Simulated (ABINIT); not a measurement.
Crystal: WC (Qusongite).

```
W C
1.0
     2.90650    0.00000    0.00000
    -1.45325    2.51710    0.00000
     0.00000    0.00000    2.83660
W C
1 1
Direct
  0.00000 0.00000 0.00000
  0.66667 0.33333 0.50000
```

Base run:

```yaml
Program: ABINIT 10.8.3 (patched build)
Functional: PBEsol
Potentials_or_basis: JTH PAW PBE v2.0
Cutoff: 626 eV
k_mesh: 10 × 10 × 9
Occupations: fermi-dirac, width 0.05 eV
Spin: no spin polarisation
```

Its results: band gap on the k mesh none (metal or under the smearing width); pressure -2.7 GPa.

Problem. The run is repeated on the same cell with these changes: functional from PBEsol to RPBE. What comes out?

Solution. Band gap on the k mesh none (metal or under the smearing width); pressure 10.4 GPa.

RPBE binds less tightly than PBEsol, so the same cell stands under more pressure.

Caveats: the PAW data sets were made with another functional, which shifts forces and pressure a little; spin-orbit coupling is left out, which moves the levels of the heavy elements.
